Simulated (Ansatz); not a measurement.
Crystal: Al2Cu.

```xyz
3
Lattice="4.1052 0.0000 0.0000 0.0000 4.1052 0.0000 0.0000 0.0000 2.8913" Properties=species:S:1:pos:R:3 pbc="T T T"
Cu    0.0000    0.0000    0.0000
Al    0.0000    2.0526    1.4457
Al    2.0526    0.0000    1.4457
```

The cell comes from a database or a generator and needn't be the stable form of this composition.

| Property | Result |
| --- | --- |
| Program | Ansatz 0.2.0 |
| Task | single point |
| Functional | PBE |
| Potentials or basis | Ansatz PAW |
| Cutoff | 420 eV (not typed: the program's choice for these potentials) |
| k mesh | 7 × 7 × 9 |
| Occupations | fermi-dirac, width 0.05 eV |
| Spin | no spin polarisation |

On this cell: pressure 0.6 GPa; largest force under 0.003 eV/Å; band gap on the k mesh none (metal or under the smearing width).

The same run follows on a disturbed copy (atoms moved at random, drawn with an rms of 0.05 Å):

```
Cu Al
1.0
     4.10518    0.00000    0.00000
     0.00000    4.10518    0.00000
     0.00000    0.00000    2.89131
Cu Al
1 2
Direct
  0.99603 0.00616 0.00241
  0.00938 0.49706 0.46823
  0.50601 0.99013 0.49754
```

**Question.** What does the disturbed cell give?

**Answer.** The energy (extrapolated to zero smearing) moves by +8.5 meV/atom; pressure 0.8 GPa; largest force 0.481 eV/Å; band gap on the k mesh none (metal or under the smearing width).

Forces on the atoms (eV/Å):
```
Cu   0.257 -0.240 -0.328
Al  -0.010  0.201  0.305
Al  -0.248  0.039  0.023
```

Stress tensor (GPa, compression positive):
```
0.93 0.07 0.00
0.07 1.37 0.34
0.00 0.34 0.14
```
